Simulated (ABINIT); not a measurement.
Runs of ABINIT 10.8.3 (patched build) on Pb. It takes space group P6_3/mmc (No. 194, hexagonal). The conventional cell has a = 3.480 Å, b = 3.480 Å, c = 5.590 Å, α = 90.00°, β = 90.00°, γ = 120.00°. Pb (site symmetry -6m2) is surrounded by 12 Pb at 3.44 to 3.48 Å. This isn't the form of Pb at room conditions, which is fcc.

```csv
level,gap on the mesh (eV),pressure (GPa),relaxed volume (Å³/atom)
PBEsol,none,0.0,29.80
BLYP,none,0.0,34.99
LDA,none,0.1,28.84
RPBE,none,0.0,(a)
```

Alike in all rows: task relaxation of cell and atoms; potentials or basis JTH PAW PBE v2.0; no spin polarisation; cell relaxed; k mesh 7 × 7 × 4; cutoff (eV) 707; smearing fermi-dirac 0.05 eV.

Question: Estimate the missing entries.

Answer: (a) 33.24.

Caveats: the PAW data sets were made with another functional, which shifts forces and pressure a little; the volume moved by over 15 % at a fixed basis, so the end points are rough (some runs).

A k mesh can miss the band edges, and the runs leave out spin-orbit coupling on Pb.

A gap of «none» marks a metal or a gap under the smearing width.

Runs at the PBE level aren't shown here.
